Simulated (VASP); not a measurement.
# Sr (P6_3/mmc) in VASP: notebook

Runs on Sr. Level: PBE. Tasks: single point.

Program: VASP 6.6.1. These are calculated values, not measurements. Logs are shortened: lines on timing, memory, paths and dates and some standing lists are left out, and cuts for length are marked.

### Step 1. Starting point

It takes space group P6_3/mmc (No. 194, hexagonal). The conventional cell has a = 4.310 Å, b = 4.310 Å, c = 7.050 Å, α = 90.00°, β = 90.00°, γ = 120.00°. Sr (site symmetry -6m2) is surrounded by 12 Sr at 4.31 Å.

This isn't the form of Sr at room conditions, which is fcc.

### Step 2. Single point, PBE

The input, INCAR:

```
SYSTEM = Sr
  ADDGRID = .False.
  ALGO = Normal
  EDIFF = 1E-4
  ENCUT = 400
  GGA = PE
  ISIF = 2
  ISMEAR = 0
  LASPH = .True.
  LCHARG = .False.
  LREAL = Auto
  LWAVE = .False.
  NBANDS = 17
  NELM = 100
  PREC = Normal
  SIGMA = 0.15
```

The input, KPOINTS:

```
k-points
0
Gamma
  4 4 2
  0 0 0
```

The input, POSCAR:

```
Sr
1.0
    4.3100000000      0.0000000000      0.0000000000
   -2.1550000000      3.7325694903      0.0000000000
    0.0000000000      0.0000000000      7.0500000000
Sr
2
Direct
    0.6432960000      0.3178180000      0.7464440000
    0.3199860000      0.6535770000      0.2508690000
```

Potentials or basis: VASP PAW PBE potentials, release 64 (Sr_sv).

Command:

```console
> cat potpaw_PBE.64/Sr_sv/POTCAR > POTCAR
> mpirun -np 1 vasp_std > vasp.out
```

OUTCAR:

```text
SYSTEM = Sr
   EDIFF = 1E-4
   ENCUT = 400
   GGA = PE
   ISIF = 2
   ISMEAR = 0
   LASPH = .True.
   LREAL = Auto
   NELM = 100
   PREC = Normal

 Found     20 irreducible k-points:

 Following reciprocal coordinates:
            Coordinates               Weight
  0.000000  0.000000  0.000000      1.000000
  0.250000  0.000000  0.000000      2.000000
  0.000000  0.250000  0.000000      2.000000
 -0.250000  0.250000  0.000000      2.000000
  0.500000  0.000000  0.000000      1.000000
  0.000000  0.500000  0.000000      1.000000
   k-points           NKPTS =     20   k-points in BZ     NKDIM =     20   number of bands    NBANDS=     17
   number of dos      NEDOS =    301   number of ions     NIONS =      2
   total plane-waves  NPLWV =  20736
   dimension x,y,z NGX =    24 NGY =   24 NGZ =   36
   dimension x,y,z NGXF=    48 NGYF=   48 NGZF=   72
   ions per type =               2
   NGX,Y,Z   is equivalent  to a cutoff of   9.26,  9.26,  8.49 a.u.
   NGXF,Y,Z  is equivalent  to a cutoff of  18.51, 18.51, 16.98 a.u.
 SYSTEM =  Sr
   PREC   = normal    normal or accurate (medium, high low for compatibility)
   ISTART =      0    job   : 0-new  1-cont  2-samecut
   ICHARG =      2    charge: 1-file 2-atom 10-const
   ISPIN  =      1    spin polarized calculation?
   LNONCOLLINEAR =      F non collinear calculations
   LSORBIT =      F    spin-orbit coupling
   LASPH  =      T    aspherical Exc in radial PAW
   ENCUT  =  400.0 eV  29.40 Ry    5.42 a.u.   7.03  7.03 11.50*2*pi/ulx,y,z
   NELM   =    100;   NELMIN=  2; NELMDL= -5     # of ELM steps
   EDIFF  = 0.1E-03   stopping-criterion for ELM
   LREAL  =      T    real-space projection
   EDIFFG = 0.1E-02   stopping-criterion for IOM
   NSW    =      0    number of steps for IOM
   IBRION =     -1    ionic relax: 0-MD 1-quasi-New 2-CG
   NFREE  =      0    steps in history (QN), initial steepest desc. (CG)
   ISIF   =      2    stress and relaxation
   ISYM   =      2    0-nonsym 1-usesym 2-fastsym
   POTIM  = 0.5000    time-step for ionic-motion
   TEBEG  =    0.0;   TEEND  =   0.0 temperature during run
   PSTRESS=    0.0 pullay stress
   NELECT =      20.0000    total number of electrons
   NUPDOWN=      -1.0000    fix difference up-down
   EMIN   =  10.00;   EMAX   =-10.00  energy-range for DOS
   EFERMI =   0.00;   METHOD = LEGACY
   ISMEAR =     0;   SIGMA  =   0.15  broadening in eV -4-tet -1-fermi 0-gaus
   EFERMI_NEDOS =   21; number of points for ismear=-14 and -15
   IALGO  =     38    algorithm
   IMIX   =      4    mixing-type and parameters
     AMIX     =   0.40;   BMIX     =  1.00
     AMIX_MAG =   1.60;   BMIX_MAG =  1.00
  volume/ion in A,a.u.               =      56.71       382.68
  Fermi-wavevector in a.u.,A,eV,Ry     =   0.918037  1.734838 11.466874  0.842791
  Thomas-Fermi vector in A             =   2.043073
   LORBIT       =      0    0 simple, 1 ext, 2 COOP (PROOUT), +10 PAW based schemes
   GGA     = PE    functional components
   LHFCALC =     F    Hartree Fock is set to
   AEXX    =    0.0000 exact exchange contribution
   IVDW    =     0    specifies the selected vdW correction
   LEPSILON=     F    determine dielectric tensor
   LRPA    =     F    only Hartree local field effects (RPA)
 non-spin polarized calculation
 Gauss-broadening in eV      SIGMA  =   0.15
  energy-cutoff  :      400.00
  volume of cell :      113.42
 maximum number of plane-waves:      2071
   NGX = 15   NGY = 15   NGZ = 23

 number of electron      20.0000001 magnetization

 Free energy of the ion-electron system (eV)
  ---------------------------------------------------
  ext. energy  EPLUGINS =         0.00000000
  ---------------------------------------------------
  free energy    TOTEN  =        -3.29122543 eV

  energy without entropy =       -3.25289694  energy(sigma->0) =       -3.27206118

 E-fermi :   1.5132     XC(G=0):  -7.2582

 val. band max:        1.5018664067   @ k =   0.0000   0.0000   0.0000
 cond. band min:       1.5603533959   @ k =   0.5000   0.0000   0.0000
 fundamental gap:      0.0584869892
 Fermi energy:         1.5132303369

 k-point     1 :       0.0000    0.0000    0.0000
  band No.  band energies     occupation
      1     -35.1900      2.00000
      2     -35.1781      2.00000
      3     -17.2481      2.00000
      4     -17.1101      2.00000
      5     -17.1073      2.00000
      6     -17.0847      2.00000
[... 9 lines left out ...]
     16       4.1610      0.00000
     17       4.6283      0.00000

 k-point     2 :       0.2500    0.0000    0.0000
  band No.  band energies     occupation
      1     -35.1845      2.00000
      2     -35.1755      2.00000
      3     -17.2175      2.00000
      4     -17.1751      2.00000
      5     -17.1521      2.00000
      6     -17.1303      2.00000
[... 9 lines left out ...]
     16       4.5112      0.00000
     17       4.5210      0.00000

 k-point     3 :       0.0000    0.2500    0.0000
  band No.  band energies     occupation
      1     -35.1844      2.00000
      2     -35.1756      2.00000
      3     -17.2165      2.00000
      4     -17.1762      2.00000
      5     -17.1526      2.00000
      6     -17.1289      2.00000
[... 9 lines left out ...]
     16       4.5132      0.00000
     17       4.5413      0.00000

 k-point     4 :      -0.2500    0.2500    0.0000
  band No.  band energies     occupation
      1     -35.1844      2.00000
      2     -35.1756      2.00000
      3     -17.2161      2.00000
      4     -17.1766      2.00000
      5     -17.1527      2.00000
      6     -17.1284      2.00000
[... 9 lines left out ...]
     16       4.5220      0.00000
     17       4.5515      0.00000

 k-point     5 :       0.5000    0.0000    0.0000
  band No.  band energies     occupation
      1     -35.1783      2.00000
      2     -35.1738      2.00000
      3     -17.2434      2.00000
      4     -17.2163      2.00000
      5     -17.1743      2.00000
      6     -17.1496      2.00000
[... 9 lines left out ...]
     16       5.6366      0.00000
     17       6.2596      0.00000

 k-point     6 :       0.0000    0.5000    0.0000
  band No.  band energies     occupation
      1     -35.1779      2.00000
      2     -35.1741      2.00000
      3     -17.2440      2.00000
      4     -17.2174      2.00000
      5     -17.1700      2.00000
      6     -17.1484      2.00000
[... 9 lines left out ...]
     16       5.6935      0.00000
     17       6.2972      0.00000

 [... further k-points ...]

------------------------ aborting loop because EDIFF is reached ----------------------------------------

  FORCE on cell =-STRESS in cart. coord.  units (eV):
  Direction    XX          YY          ZZ          XY          YZ          ZX
  --------------------------------------------------------------------------------------
  -------------------------------------------------------------------------------------
  Total       -0.4157069     -0.4043188      0.3438198     -0.0301316      0.0006573      0.0016343
  in kB       -5.8725071     -5.7116325      4.8569903     -0.4256563      0.0092850      0.0230873
  external PRESSURE =      -2.2423831 kB  Pullay stress =       0.0000000 kB

 VOLUME and BASIS-vectors are now :
 -----------------------------------------------------------------------------
  energy-cutoff  :      400.00
  volume of cell :      113.42
      direct lattice vectors                 reciprocal lattice vectors
     4.310000000  0.000000000  0.000000000     0.232018561  0.133955979  0.000000000
    -2.155000000  3.732569490  0.000000000     0.000000000  0.267911958  0.000000000
     0.000000000  0.000000000  7.050000000     0.000000000  0.000000000  0.141843972

 POSITION                                       TOTAL-FORCE (eV/Angst)
 -----------------------------------------------------------------------------------
      2.08771      1.18628      5.26243         0.010839      0.002309      0.042450
     -0.02932      2.43952      1.76863        -0.010839     -0.002309     -0.042450
 -----------------------------------------------------------------------------------
    total drift:                               -0.000000     -0.000005     -0.000003

  FREE ENERGIE OF THE ION-ELECTRON SYSTEM (eV)
  ---------------------------------------------------
  free  energy   TOTEN  =        -3.2912254270 eV

  energy  without entropy=       -3.2528969400  energy(sigma->0) =       -3.27206118
```

Wall time 5.4 s (1 thread of Intel Xeon 6975P-C (Granite Rapids), shared host); peak memory 0.15 GiB.

These settings aren't checked as converged: the numbers below hold their error.

Results:

```yaml
Free_energy: -3.2912 eV
Pressure: -0.2 GPa
Largest_force: 0.044 eV/Å
Band_gap_on_the_k_mesh: none (metal or under the smearing width)
```

Caveat: the k mesh is coarse (spacing up to 0.45 Å⁻¹), so the values aren't converged.

### Step 3. Single point, PBE

The input, INCAR:

```
SYSTEM = Sr
  ADDGRID = .False.
  ALGO = Normal
  EDIFF = 1E-6
  ENCUT = 600
  GGA = PE
  ISIF = 2
  ISMEAR = 0
  LASPH = .True.
  LCHARG = .False.
  LREAL = .False.
  LWAVE = .False.
  NBANDS = 17
  NELM = 100
  PREC = Accurate
  SIGMA = 0.15
```

The input, KPOINTS:

```
k-points
0
Gamma
  3 3 2
  0 0 0
```

The input, POSCAR:

```
Sr
1.0
    4.3100000000      0.0000000000      0.0000000000
   -2.1550000000      3.7325694903      0.0000000000
    0.0000000000      0.0000000000      7.0500000000
Sr
2
Direct
    0.6666666667      0.3333333333      0.7500000000
    0.3333333333      0.6666666667      0.2500000000
```

Potentials or basis: VASP PAW PBE potentials, release 64 (Sr_sv).

Command:

```console
> cat potpaw_PBE.64/Sr_sv/POTCAR > POTCAR
> mpirun -np 1 vasp_std > vasp.out
```

Wall time 6.9 s (1 thread of Intel Xeon 6975P-C (Granite Rapids), shared host); peak memory 0.23 GiB.

The run converged, but some of its settings lie outside the range that counts as converged, so its numbers aren't taken as properties of the crystal.

What came out:

- Free energy: -3.0581 eV
- Pressure: -0.2 GPa
- Band gap on the k mesh: none (metal or under the smearing width)

Caveat: the k mesh is coarse (spacing up to 0.56 Å⁻¹), so the values aren't converged.

### Step 4. Single point, PBE

INCAR is that of step 3.

KPOINTS is that of step 3.

The input, POSCAR:

```
Sr
1.0
    4.3100000000      0.0000000000      0.0000000000
   -2.1550000000      3.7325694903      0.0000000000
    0.0000000000      0.0000000000      7.0500000000
Sr
2
Direct
    0.6432960000      0.3178180000      0.7464440000
    0.3199860000      0.6535770000      0.2508690000
```

Command:

```console
> cat potpaw_PBE.64/Sr_sv/POTCAR > POTCAR
> mpirun -np 1 vasp_std > vasp.out
```

It took 10 s on 1 thread of Intel Xeon 6975P-C (Granite Rapids), shared host; peak memory 0.24 GiB.

The run converged, but some of its settings lie outside the range that counts as converged, so its numbers aren't taken as properties of the crystal.

What came out:

```
Free energy            : -3.0575 eV
Pressure               : -0.2 GPa
Largest force          : 0.028 eV/Å
Band gap on the k mesh : none (metal or under the smearing width)
```

Caveat: the k mesh is coarse (spacing up to 0.56 Å⁻¹), so the values aren't converged.

(Part 1 of 2 ends here.)
